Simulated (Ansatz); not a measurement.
# NaCl: the cost of one run

Program: Ansatz 0.2.0. Level of theory: DFT PBE, scalar-relativistic, plane waves, PAW. These are calculated values, not measurements.

### 1 The structure to begin with

The structure is cubic, space group Pm-3m (No. 221). The conventional cell has a = 3.502 Å, b = 3.502 Å, c = 3.502 Å, α = 90.00°, β = 90.00°, γ = 90.00°. Na (site symmetry m-3m) is surrounded by 8 Cl at 3.03 Å. Cl (site symmetry m-3m) is surrounded by 8 Na at 3.03 Å.

Coordinates:

```
Na Cl
1.0
     3.50219    0.00000    0.00000
     0.00000    3.50219    0.00000
     0.00000    0.00000    3.50219
Na Cl
1 1
Direct
  0.00000 0.00000 0.00000
  0.50000 0.50000 0.50000
```

### 2 First run, at the start cell

File input.yaml:

```yaml
crystal:
  lattice:
    - [3.50219, 0.0, 0.0]
    - [0.0, 3.50219, 0.0]
    - [0.0, 0.0, 3.50219]
  atoms:
    - { symbol: Na, position: [0.0, 0.0, 0.0] }
    - { symbol: Cl, position: [0.5, 0.5, 0.5] }
basis:
  ecutwfc: 420
  ecutrho_ratio: 4
kpoints:
  mp_grid: { grid: [8, 8, 8] }
hamiltonian:
  xc: pbe
scf:
  occupations: { method: gaussian, width: 0.05 }
output:
  forces: true
  stress: true
  eigenvalues: true
```

Run with:

```
ansatz run input.yaml --threads 1 --pin off --max-ram 2560MiB --backend cpu --events-out ev --progress --plain --runs-dir out
```

What time and memory should one allow on 1 thread of Arm Neoverse N1, shared host?

About 2 s, with a peak of 0.27 GiB.
